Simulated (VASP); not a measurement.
# Li (P6_3/mmc) in VASP: a series of runs

Runs on Li. Level: PBE. Tasks: density of states, electric field gradients.

Program: VASP 6.6.1. These are calculated values, not measurements. Logs are shortened: lines on timing, memory, paths and dates and some standing lists are left out, and cuts for length are marked.

## Step 1: The structure

The structure is hexagonal, space group P6_3/mmc (No. 194). Conventional cell: a = 3.054 Å, b = 3.054 Å, c = 4.995 Å, α = 90.00°, β = 90.00°, γ = 120.00°. Li (site symmetry -6m2) has 12 Li at 3.05 to 3.06 Å as nearest neighbours.

This isn't the form of Li at room conditions, which is bcc.

## Step 2: Density of states, PBE

POSCAR reads:

```
Li
1.0
    3.0544211486      0.0000000000      0.0000000000
   -1.5272105743      2.6452063085      0.0000000000
    0.0000000000      0.0000000000      4.9952014061
Li
2
Direct
    0.3333333333      0.6666666667      0.2500000000
    0.6666666667      0.3333333333      0.7500000000
```

INCAR.step1 reads:

```
PREC = Accurate ; ENCUT = 520
EDIFF = 1E-6 ; ISMEAR = -1
SIGMA = 0.05 ; LREAL = False
LASPH = True ; NELM = 80
ALGO = Fast ; ISIF = 2
LWAVE = False ; LCHARG = True
GGA = PE ; NBANDS = 10
```

KPOINTS.step1 reads:

```
regular mesh
0
Gamma
  16 16 9
```

INCAR.step2 reads:

```
PREC = Accurate ; ENCUT = 520
EDIFF = 1E-6 ; ISMEAR = -5
SIGMA = 0.05 ; LREAL = False
LASPH = True ; NELM = 80
ALGO = Fast ; ISIF = 2
LWAVE = False ; LCHARG = False
GGA = PE ; LORBIT = 10
NBANDS = 10 ; NEDOS = 2001
ICHARG = 11
```

KPOINTS.step2 reads:

```
regular mesh
0
Gamma
  24 24 14
```

Potentials or basis: VASP PAW PBE potentials, release 64 (Li_sv).

On the command line:

```console
$ cat potpaw_PBE.64/Li_sv/POTCAR > POTCAR
$ cp INCAR.step1 INCAR
$ cp KPOINTS.step1 KPOINTS
$ mpirun -np 1 vasp_std > vasp.out
$ cp INCAR.step2 INCAR
$ cp KPOINTS.step2 KPOINTS
$ mpirun -np 1 vasp_std > vasp.out
```

OUTCAR:

```text
PREC = Accurate
   ENCUT = 520
   EDIFF = 1E-6
   ISMEAR = -5
   LREAL = False
   LASPH = True
   NELM = 80
   ISIF = 2
   GGA = PE
   LORBIT = 10
   ICHARG = 11

 ion  position               nearest neighbor table
   1  0.333  0.667  0.250-
   2  0.667  0.333  0.750-

  LATTYP: Found a hexagonal cell.
 ALAT       =     3.0544211486
 C/A-ratio  =     1.6354003469

  Lattice vectors:

 A1 = (   3.0544211486,   0.0000000000,   0.0000000000)
 A2 = (  -1.5272105743,   2.6452063085,   0.0000000000)
 A3 = (   0.0000000000,   0.0000000000,   4.9952014061)

Analysis of symmetry for initial positions (statically):
=====================================================================
 Subroutine PRICEL returns:
 Original cell was already a primitive cell.

 Routine SETGRP: Setting up the symmetry group for a
 hexagonal supercell.

 Subroutine GETGRP returns: Found 24 space group operations
 (whereof 12 operations were pure point group operations)
 out of a pool of 24 trial point group operations.

The static configuration has the point symmetry D_3d.
 The point group associated with its full space group is D_6h.

Analysis of symmetry for dynamics (positions and initial velocities):
=====================================================================
 Subroutine PRICEL returns:
 Original cell was already a primitive cell.

 Routine SETGRP: Setting up the symmetry group for a
 hexagonal supercell.

 Subroutine GETGRP returns: Found 24 space group operations
 (whereof 12 operations were pure point group operations)
 out of a pool of 24 trial point group operations.

The dynamic configuration has the point symmetry D_3d.
 The point group associated with its full space group is D_6h.

 Subroutine INISYM returns: Found 24 space group operations
 (whereof 12 operations are pure point group operations),
 and found     1 'primitive' translations

----------------------------------------------------------------------------------------

                                     Primitive cell

  volume of cell :      40.3591

  direct lattice vectors                    reciprocal lattice vectors
     3.054421149  0.000000000  0.000000000     0.327394276  0.189021173  0.000000000
    -1.527210574  2.645206309  0.000000000     0.000000000  0.378042347  0.000000000
     0.000000000  0.000000000  4.995201406     0.000000000  0.000000000  0.200192128

  length of vectors
     3.054421149  3.054421149  4.995201406     0.378042347  0.378042347  0.200192128

  position of ions in fractional coordinates (direct lattice)
     0.333333333  0.666666667  0.250000000
     0.666666667  0.333333333  0.750000000

  ion indices of the primitive-cell ions
   primitive index   ion index
                 1           1
                 2           2

----------------------------------------------------------------------------------------

 KPOINTS: regular mesh

Automatic generation of k-mesh.
 Grid dimensions read from file:
 generate k-points for:   24   24   14

 Generating k-lattice:

  Cartesian coordinates                     Fractional coordinates (reciprocal lattice)
     0.013641428  0.007875882  0.000000000     0.041666667  0.000000000  0.000000000
     0.000000000  0.015751764  0.000000000     0.000000000  0.041666667  0.000000000
     0.000000000  0.000000000  0.014299438     0.000000000  0.000000000  0.071428571

  Length of vectors
     0.015751764  0.015751764  0.014299438

  Shift w.r.t. Gamma in fractional coordinates (k-lattice)
     0.000000000  0.000000000  0.000000000

 TETIRR: Found   8183 inequivalent tetrahedra from    48384

 Subroutine IBZKPT returns following result:
 ===========================================

 Found    488 irreducible k-points:

 Following reciprocal coordinates:
            Coordinates               Weight
  0.000000  0.000000  0.000000      1.000000
  0.041667 -0.000000  0.000000      6.000000
  0.083333 -0.000000  0.000000      6.000000
  0.125000 -0.000000  0.000000      6.000000
  0.166667 -0.000000  0.000000      6.000000
  0.208333 -0.000000  0.000000      6.000000
[... 16 lines left out ...]
  0.416667  0.041667  0.000000     12.000000
  0.458333  0.041667  0.000000     12.000000
 [... further k-points ...]
   k-points           NKPTS =    488   k-points in BZ     NKDIM =    488   number of bands    NBANDS=     10
   number of dos      NEDOS =   2001   number of ions     NIONS =      2
   total plane-waves  NPLWV =  23040
   dimension x,y,z NGX =    24 NGY =   24 NGZ =   40
   dimension x,y,z NGXF=    48 NGYF=   48 NGZF=   80
   ions per type =               2
   NGX,Y,Z   is equivalent  to a cutoff of  13.06, 13.06, 13.31 a.u.
   NGXF,Y,Z  is equivalent  to a cutoff of  26.13, 26.13, 26.62 a.u.
 SYSTEM =  unknown system
   PREC   = accura    normal or accurate (medium, high low for compatibility)
   ISTART =      0    job   : 0-new  1-cont  2-samecut
   ICHARG =     11    charge: 1-file 2-atom 10-const
   ISPIN  =      1    spin polarized calculation?
   LNONCOLLINEAR =      F non collinear calculations
   LSORBIT =      F    spin-orbit coupling
   LASPH  =      T    aspherical Exc in radial PAW
   ENCUT  =  520.0 eV  38.22 Ry    6.18 a.u.   5.68  5.68  9.29*2*pi/ulx,y,z
   NELM   =     80;   NELMIN=  2; NELMDL=  0     # of ELM steps
   EDIFF  = 0.1E-05   stopping-criterion for ELM
   LREAL  =      F    real-space projection
   EDIFFG = 0.1E-04   stopping-criterion for IOM
   NSW    =      0    number of steps for IOM
   IBRION =     -1    ionic relax: 0-MD 1-quasi-New 2-CG
   NFREE  =      0    steps in history (QN), initial steepest desc. (CG)
   ISIF   =      2    stress and relaxation
   ISYM   =      2    0-nonsym 1-usesym 2-fastsym
   POTIM  = 0.5000    time-step for ionic-motion
   TEBEG  =    0.0;   TEEND  =   0.0 temperature during run
   PSTRESS=    0.0 pullay stress
   NELECT =       6.0000    total number of electrons
   NUPDOWN=      -1.0000    fix difference up-down
   EMIN   =  10.00;   EMAX   =-10.00  energy-range for DOS
   EFERMI =   0.00;   METHOD = LEGACY
   ISMEAR =    -5;   SIGMA  =   0.05  broadening in eV -4-tet -1-fermi 0-gaus
   EFERMI_NEDOS =   21; number of points for ismear=-14 and -15
   IALGO  =     68    algorithm
   IMIX   =      4    mixing-type and parameters
     AMIX     =   0.40;   BMIX     =  1.00
     AMIX_MAG =   1.60;   BMIX_MAG =  1.00
  volume/ion in A,a.u.               =      20.18       136.18
  Fermi-wavevector in a.u.,A,eV,Ry     =   0.867251  1.638867 10.233270  0.752124
  Thomas-Fermi vector in A             =   1.985758
   LORBIT       =     10    0 simple, 1 ext, 2 COOP (PROOUT), +10 PAW based schemes
   GGA     = PE    functional components
   LHFCALC =     F    Hartree Fock is set to
   AEXX    =    0.0000 exact exchange contribution
   IVDW    =     0    specifies the selected vdW correction
   LEPSILON=     F    determine dielectric tensor
   LRPA    =     F    only Hartree local field effects (RPA)
 non-spin polarized calculation
 RMM-DIIS sequential band-by-band and
 Fermi weights with tetrahedron method with Bloechl corrections
  energy-cutoff  :      520.00
  volume of cell :       40.36
 maximum number of plane-waves:      1105
 NGX is ok and might be reduce to    24

 number of electron       6.0000001 magnetization

 Free energy of the ion-electron system (eV)
  ---------------------------------------------------
  ext. energy  EPLUGINS =         0.00000000
  ---------------------------------------------------
  free energy    TOTEN  =        -3.81223329 eV

  energy without entropy =       -3.81223329  energy(sigma->0) =       -3.81223329

 E-fermi :   0.6327     XC(G=0):  -7.0551

 val. band max:        0.6576412121   @ k =   0.4583   0.0833   0.0000
 cond. band min:       0.6212869485   @ k =   0.2083   0.2083   0.4286
 fundamental gap:     -0.0363542636
 Fermi energy:         0.6327305633

 k-point     1 :       0.0000    0.0000    0.0000
  band No.  band energies     occupation
      1     -45.8833      2.00000
      2     -45.8651      2.00000
      3      -2.9290      2.00000
      4       0.6112      1.88698
      5       3.5636      0.00000
      6      13.1465      0.00000
      7      13.1465      0.00000
      8      14.5469      0.00000
      9      14.5470      0.00000
     10      15.1296      0.00000

 k-point     2 :       0.0417   -0.0000    0.0000
  band No.  band energies     occupation
      1     -45.8830      2.00000
      2     -45.8650      2.00000
      3      -2.9013      2.00000
      4       0.6479      1.07708
      5       3.5742      0.00000
      6      12.8106      0.00000
      7      12.8938      0.00000
      8      14.5414      0.00000
      9      14.7266      0.00000
     10      15.1039      0.00000

 k-point     3 :       0.0833   -0.0000    0.0000
  band No.  band energies     occupation
      1     -45.8822      2.00000
      2     -45.8646      2.00000
      3      -2.8182      2.00000
      4       0.7576     -0.12192
      5       3.6054      0.00000
      6      11.9937      0.00000
      7      12.3814      0.00000
      8      14.5164      0.00000
      9      14.9788      0.00000
     10      15.0024      0.00000
[... 248 lines left out ...]
 k-point    23 :       0.4167    0.0417    0.0000
  band No.  band energies     occupation
      1     -45.8658      2.00000
      2     -45.8591      2.00000
      3       0.0676      2.00000
      4       2.2734      0.00000
      5       4.5840      0.00000
      6       6.6910      0.00000
      7       7.4381      0.00000
      8       8.3568      0.00000
      9       9.7014      0.00000
     10      13.2847      0.00000

 k-point    24 :       0.4583    0.0417    0.0000
  band No.  band energies     occupation
      1     -45.8650      2.00000
      2     -45.8591      2.00000
      3       0.4984      2.02380
      4       1.7924      0.00000
      5       5.2201      0.00000
      6       6.6651      0.00000
      7       6.8671      0.00000
      8       8.0581      0.00000
      9       9.5454      0.00000
     10      13.2254      0.00000

 [... further k-points ...]

------------------------ aborting loop because EDIFF is reached ----------------------------------------

  FORCE on cell =-STRESS in cart. coord.  units (eV):
  Direction    XX          YY          ZZ          XY          YZ          ZX
  --------------------------------------------------------------------------------------
  -------------------------------------------------------------------------------------
  Total       -0.0065939     -0.0065939     -0.0191298      0.0000000     -0.0000000      0.0000000
  in kB       -0.2617659     -0.2617659     -0.7594149      0.0000000     -0.0000000      0.0000000
  external PRESSURE =      -0.4276489 kB  Pullay stress =       0.0000000 kB

 VOLUME and BASIS-vectors are now :
 -----------------------------------------------------------------------------
  energy-cutoff  :      520.00
  volume of cell :       40.36
      direct lattice vectors                 reciprocal lattice vectors
     3.054421149  0.000000000  0.000000000     0.327394276  0.189021173  0.000000000
    -1.527210574  2.645206309  0.000000000     0.000000000  0.378042347  0.000000000
     0.000000000  0.000000000  4.995201406     0.000000000  0.000000000  0.200192128

 POSITION                                       TOTAL-FORCE (eV/Angst)
 -----------------------------------------------------------------------------------
     -0.00000      1.76347      1.24880        -0.000000      0.000000      0.000000
      1.52721      0.88174      3.74640         0.000000     -0.000000      0.000000
 -----------------------------------------------------------------------------------
    total drift:                                0.000000     -0.000000      0.000000

  FREE ENERGIE OF THE ION-ELECTRON SYSTEM (eV)
  ---------------------------------------------------
  free  energy   TOTEN  =        -3.8122332851 eV

  energy  without entropy=       -3.8122332851  energy(sigma->0) =       -3.81223329

 total charge

# of ion       s       p       d       tot
------------------------------------------
    1        2.033   0.041   0.000   2.074
    2        2.033   0.041   0.000   2.074
--------------------------------------------------
tot          4.066   0.083   0.000   4.149
```

It took 80 s on 1 thread of Intel Xeon Platinum 8488C (Sapphire Rapids), shared host; peak memory 0.25 GiB.

Results:

| Item | Value |
| --- | --- |
| Valence electrons inside the program's atomic spheres | Li 2.07 |

States per cell in windows of 1 eV (zero at the Fermi level; states under -8 eV left out):
```
from (eV)  total  Li1_p  Li2_p  Li1_s  Li2_s  Li1_d  Li2_d
     -8.0   0.00   0.00   0.00   0.00   0.00   0.00   0.00
     -7.0   0.00   0.00   0.00   0.00   0.00   0.00   0.00
     -6.0   0.00   0.00   0.00   0.00   0.00   0.00   0.00
     -5.0   0.00   0.00   0.00   0.00   0.00   0.00   0.00
     -4.0   0.12   0.00   0.00   0.00   0.00   0.00   0.00
     -3.0   0.44   0.00   0.00   0.02   0.02   0.00   0.00
     -2.0   0.62   0.01   0.01   0.02   0.02   0.00   0.00
     -1.0   0.84   0.03   0.03   0.02   0.02   0.00   0.00
      0.0   0.89   0.04   0.04   0.01   0.01   0.00   0.00
      1.0   0.83   0.04   0.04   0.01   0.01   0.00   0.00
      2.0   0.32   0.02   0.02   0.00   0.00   0.00   0.00
      3.0   1.06   0.05   0.05   0.02   0.02   0.00   0.00
      4.0   0.90   0.05   0.05   0.01   0.01   0.00   0.00
      5.0   0.80   0.05   0.05   0.01   0.01   0.00   0.00
      6.0   1.19   0.08   0.08   0.03   0.03   0.00   0.00
      7.0   1.08   0.08   0.08   0.02   0.02   0.00   0.00
```

Caveat: the cutoff is under 1.25 times the usual one of these potentials, so pressure, stress and relaxed cells hold a basis-set (Pulay) error; tetrahedron occupations give inexact forces and stress in metals.

(Continued in part 2 of 2.)
